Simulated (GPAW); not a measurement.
# AlCo (Pm-3m) in GPAW: a series of runs, part 2 of 2

GPAW 26.7.0.

### 3 Single point, RPBE, collinear spin, ferromagnetic start

Contents of run.py:

```python
from ase.dft.bandgap import bandgap
from ase.io import read, write
from ase.units import GPa
from gpaw import GPAW, PW

atoms = read('AlCo.xyz')
atoms.set_initial_magnetic_moments([2.0, 0.0])

calc = GPAW(mode=PW(600),
            xc='RPBE',
            kpts={'size': (9, 9, 9), 'gamma': True},
            occupations={'name': 'methfessel-paxton', 'order': 0, 'width': 0.05},
            nbands=15,
            convergence={'density': 1e-05, 'energy': 1e-05},
            maxiter=150,
            txt='gpaw.txt')
atoms.calc = calc
energy = atoms.get_potential_energy()
forces = atoms.get_forces()
stress = atoms.get_stress()
calc.write('gs.gpw')
write('result.traj', atoms)
print(f'Energy: {energy:.6f} eV')
print('Forces (eV/A):')
print(forces.round(4))
print('Stress (GPa):', (stress / GPa).round(3))
print('Moments:', calc.get_magnetic_moments().round(3))
print('Fermi level:', round(calc.get_fermi_level(), 4), 'eV')
print(f'Gap: {bandgap(calc)[0]:.4f} eV, direct: {bandgap(calc, direct=True)[0]:.4f} eV')
```

Contents of AlCo.xyz:

```xyz
2
Lattice="2.8194032100 0.0000000000 0.0000000000 0.0000000000 2.8194032100 0.0000000000 0.0000000000 0.0000000000 2.8194032100" Properties=species:S:1:pos:R:3 pbc="T T T"
Co     1.4097016050      1.4097016050      1.4097016050
Al     0.0000000000      0.0000000000      0.0000000000
```

Potentials or basis: the program's PAW data sets (release 1.2.1) made for this functional, pw.

Started as:

```sh
> OMP_NUM_THREADS=1 python run.py
```

gpaw.txt:

```text
__  _  _
 | _ |_)|_||  |
 |__||  | ||/\| - 26.7.0

Input parameters:
  mode=PW(ecut=600.0),
  convergence={'density': 1e-05, 'energy': 1e-05},
  kpts=MonkhorstPack(size=(9, 9, 9), gamma=True),
  maxiter=150,
  nbands=15,
  occupations=Occupations(name='methfessel-paxton', order=0, width=0.05),
  xc=XC(name='RPBE')

Diagonalizing LCAO Hamiltonian
Converting LCAO to pw mode
   .------.
  /|      |
 * |  Co  |
 | .------.
 |/      /
 Al-----*

Atoms  # Å, Bohr magnetons
|   | symbol |        x |        y |        z |    initial magnetic moments |
|---|--------|----------|----------|----------|-----------------------------|
| 0 |     Co | 1.409702 | 1.409702 | 1.409702 | ( 0.0000,  0.0000,  2.0000) |
| 1 |     Al | 0.000000 | 0.000000 | 0.000000 | ( 0.0000,  0.0000,  0.0000) |

[... 231 lines left out ...]
|----------|----------|-----------|
| 0.000000 | 0.000000 | -0.000059 |  # Co   0
| 0.000000 | 0.000000 |  0.000007 |  # Al   1

Fermi level: 10.696
Eigenvalues  # (at kpt = [0.000, 0.000, 0.000])
| band index |      eig [eV] | occ [0-1] |      eig [eV] | occ [0-1] |
|------------|---------------|-----------|---------------|-----------|
|          0 |        -0.660 |     1.000 |        -0.660 |     1.000 |
|          1 |         7.583 |     1.000 |         7.583 |     1.000 |
|          2 |         7.583 |     1.000 |         7.583 |     1.000 |
|          3 |         9.838 |     1.000 |         9.838 |     1.000 |
|          4 |         9.838 |     1.000 |         9.838 |     1.000 |
|          5 |         9.838 |     1.000 |         9.838 |     1.000 |
|          6 |        16.829 |     0.000 |        16.829 |     0.000 |
|          7 |        16.829 |     0.000 |        16.829 |     0.000 |
|          8 |        16.829 |     0.000 |        16.829 |     0.000 |
|          9 |        19.541 |     0.000 |        19.541 |     0.000 |
|         10 |        19.541 |     0.000 |        19.541 |     0.000 |
|         11 |        26.600 |     0.000 |        26.600 |     0.000 |
|         12 |        32.818 |     0.000 |        32.818 |     0.000 |
|         13 |        32.818 |     0.000 |        32.818 |     0.000 |
|         14 |        32.818 |     0.000 |        32.818 |     0.000 |

No gap
No difference between direct/indirect transitions

Forces  # eV/Ang
|       x |       y |       z |
|---------|---------|---------|
| 0.00000 | 0.00000 | 0.00000 |  # Co   0
| 0.00000 | 0.00000 | 0.00000 |  # Al   1

Stress tensor  # eV/Ang^3
|         x |         y |         z |
|-----------|-----------|-----------|
| -0.073157 | -0.000000 |  0.000000 |
| -0.000000 | -0.073157 |  0.000000 |
|  0.000000 |  0.000000 | -0.073157 |

# Writing to gs.gpw (mode='')
```

It took 18 s on 1 thread of Arm Neoverse V1, shared host; peak memory 0.14 GiB.

What came out:

```
Free energy            : -12.3224 eV
Pressure               : 11.7 GPa
Band gap on the k mesh : none (metal or under the smearing width)
Net moment             : 0.00 μB per cell
```

Levels at points of the mesh, in eV from the Fermi level:
Spin up:
```tsv
k point	band 4	band 5	band 6	band 7	band 8	band 9
(0.00, 0.00, 0.00)	-0.86	-0.86	-0.86	6.13	6.13	6.13
```
Spin down:
| k point | band 3 | band 4 | band 5 | band 6 | band 7 | band 8 | band 9 | band 10 |
| --- | --- | --- | --- | --- | --- | --- | --- | --- |
| (0.00, 0.00, 0.00) | -3.11 | -0.86 | -0.86 | -0.86 | 6.13 | 6.13 | 6.13 | 8.84 |

Caveat: the starting moments collapsed, and a magnetic state may lie lower.

### 4 Single point, PBEsol, collinear spin, ferromagnetic start

Edit run.py of step 3 so:

```diff
@@ -2,6 +2,9 @@
 from ase.io import read, write
-from ase.units import GPa
-from gpaw import GPAW, PW
+from ase.units import Bohr, GPa
+from gpaw import GPAW, PW, setup_paths
+from gpaw.elf import elf_from_dft_calculation
 
-atoms = read('AlCo.xyz')
+setup_paths.insert(0, '.')
+
+atoms = read('POSCAR')
 atoms.set_initial_magnetic_moments([2.0, 0.0])
@@ -9,5 +12,5 @@
 calc = GPAW(mode=PW(600),
-            xc='RPBE',
+            xc='PBEsol',
             kpts={'size': (9, 9, 9), 'gamma': True},
-            occupations={'name': 'methfessel-paxton', 'order': 0, 'width': 0.05},
+            occupations={'name': 'methfessel-paxton', 'order': 0, 'width': 0.1},
             nbands=15,
@@ -29 +32,7 @@
 print(f'Gap: {bandgap(calc)[0]:.4f} eV, direct: {bandgap(calc, direct=True)[0]:.4f} eV')
+
+# fields on the real-space grid
+write('density.cube', atoms, data=calc.get_pseudo_density() * Bohr**3)
+write('potential.cube', atoms, data=calc.get_electrostatic_potential())
+write('spin.cube', atoms, data=(calc.get_pseudo_density(spin=0) - calc.get_pseudo_density(spin=1)) * Bohr**3)
+write('elf.cube', atoms, data=elf_from_dft_calculation(calc).data)
```

Contents of POSCAR:

```
AlCo
1.0
    2.8194032100      0.0000000000      0.0000000000
    0.0000000000      2.8194032100      0.0000000000
    0.0000000000      0.0000000000      2.8194032100
Co Al
1 1
Direct
    0.5000000000      0.5000000000      0.5000000000
    0.0000000000      0.0000000000      0.0000000000
```

Potentials or basis: PAW data sets generated in the run's folder for this functional, pw.

Started as:

```sh
> gpaw-setup -f PBEsol Al Co
> OMP_NUM_THREADS=1 python run.py
```

gpaw.txt:

```text
__  _  _
 | _ |_)|_||  |
 |__||  | ||/\| - 26.7.0

Input parameters:
  mode=PW(ecut=600.0),
  convergence={'density': 1e-05, 'energy': 1e-05},
  kpts=MonkhorstPack(size=(9, 9, 9), gamma=True),
  maxiter=150,
  nbands=15,
  occupations=Occupations(name='methfessel-paxton', order=0, width=0.1),
  xc=XC(name='PBEsol')

Diagonalizing LCAO Hamiltonian
Converting LCAO to pw mode
   .------.
  /|      |
 * |  Co  |
 | .------.
 |/      /
 Al-----*

Atoms  # Å, Bohr magnetons
|   | symbol |        x |        y |        z |    initial magnetic moments |
|---|--------|----------|----------|----------|-----------------------------|
| 0 |     Co | 1.409702 | 1.409702 | 1.409702 | ( 0.0000,  0.0000,  2.0000) |
[... 230 lines left out ...]
Local magnetic moments
|        x |        y |         z |
|----------|----------|-----------|
| 0.000000 | 0.000000 | -0.000000 |  # Co   0
| 0.000000 | 0.000000 |  0.000002 |  # Al   1

Fermi level: 10.445
Eigenvalues  # (at kpt = [0.000, 0.000, 0.000])
| band index |      eig [eV] | occ [0-1] |      eig [eV] | occ [0-1] |
|------------|---------------|-----------|---------------|-----------|
|          0 |        -0.899 |     1.000 |        -0.899 |     1.000 |
|          1 |         7.304 |     1.000 |         7.304 |     1.000 |
|          2 |         7.304 |     1.000 |         7.304 |     1.000 |
|          3 |         9.614 |     1.000 |         9.614 |     1.000 |
|          4 |         9.614 |     1.000 |         9.614 |     1.000 |
|          5 |         9.614 |     1.000 |         9.614 |     1.000 |
|          6 |        16.554 |     0.000 |        16.554 |     0.000 |
|          7 |        16.554 |     0.000 |        16.554 |     0.000 |
|          8 |        16.554 |     0.000 |        16.554 |     0.000 |
|          9 |        19.344 |     0.000 |        19.344 |     0.000 |
|         10 |        19.344 |     0.000 |        19.344 |     0.000 |
|         11 |        26.182 |     0.000 |        26.182 |     0.000 |
|         12 |        32.494 |     0.000 |        32.494 |     0.000 |
|         13 |        32.494 |     0.000 |        32.494 |     0.000 |
|         14 |        32.494 |     0.000 |        32.494 |     0.000 |

No gap
No difference between direct/indirect transitions

Forces  # eV/Ang
|        x |        y |        z |
|----------|----------|----------|
| -0.00000 | -0.00000 | -0.00000 |  # Co   0
|  0.00000 |  0.00000 |  0.00000 |  # Al   1

Stress tensor  # eV/Ang^3
|         x |         y |         z |
|-----------|-----------|-----------|
| -0.009084 |  0.000000 |  0.000000 |
|  0.000000 | -0.009084 |  0.000000 |
|  0.000000 |  0.000000 | -0.009084 |

# Writing to gs.gpw (mode='')
```

stdout:

```text
Energy: -14.271544 eV
Forces (eV/A):
[[-0. -0. -0.]
 [ 0.  0.  0.]]
Stress (GPa): [-1.455 -1.455 -1.455  0.     0.     0.   ]
Moments: [-0.  0.]
Fermi level: 10.4446 eV
Gap: 0.0000 eV, direct: 0.0000 eV
```

Wall time 19 s (1 thread of Arm Neoverse V1, shared host); peak memory 0.15 GiB.

Results:

| Property | Result |
| --- | --- |
| Free energy | -14.2726 eV |
| Pressure | 1.5 GPa |
| Band gap on the k mesh | none (metal or under the smearing width) |
| Net moment | 0.00 μB per cell |

Levels at points of the mesh, in eV from the Fermi level:
Spin up:
```csv
k point,band 2,band 3,band 4,band 5,band 6,band 7,band 8,band 9,band 10,band 11
"(0.00, 0.00, 0.00)",-3.14,-3.14,-0.83,-0.83,-0.83,6.11,6.11,6.11,8.90,8.90
```
Spin down:
| k point | band 2 | band 3 | band 4 | band 5 | band 6 | band 7 | band 8 | band 9 | band 10 | band 11 |
| --- | --- | --- | --- | --- | --- | --- | --- | --- | --- | --- |
| (0.00, 0.00, 0.00) | -3.14 | -3.14 | -0.83 | -0.83 | -0.83 | 6.11 | 6.11 | 6.11 | 8.90 | 8.90 |

Caveat: the starting moments collapsed, and a magnetic state may lie lower.
